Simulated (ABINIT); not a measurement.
The system is CsPbCl3.

```xyz
5
Lattice="5.6050 0.0000 0.0000 0.0000 5.6050 0.0000 0.0000 0.0000 5.6050" Properties=species:S:1:pos:R:3 pbc="T T T"
Pb    2.8025    2.8025    2.8025
Cs    0.0000    0.0000    0.0000
Cl    2.8025    0.0000    2.8025
Cl    0.0000    2.8025    2.8025
Cl    2.8025    2.8025    0.0000
```

Base run:

```yaml
Program: ABINIT 10.8.3 (patched build)
Functional: HCTH407
Potentials_or_basis: JTH PAW PBE v2.0
Cutoff: 680 eV
k_mesh: 5 × 5 × 5
Occupations: fermi-dirac, width 0.05 eV
Spin: no spin polarisation
```

Its results: pressure 3.6 GPa.

Q: After a change of settings the same cell gave: pressure 1.6 GPa. Which change was it?
A. functional from HCTH407 to PBE
B. functional from HCTH407 to WC
C. functional from HCTH407 to revPBE
D. functional from HCTH407 to RPBE

A: A.

Caveats: the PAW data sets were made with another functional, which shifts forces and pressure a little (some runs).

Not every run made on this cell is shown here.
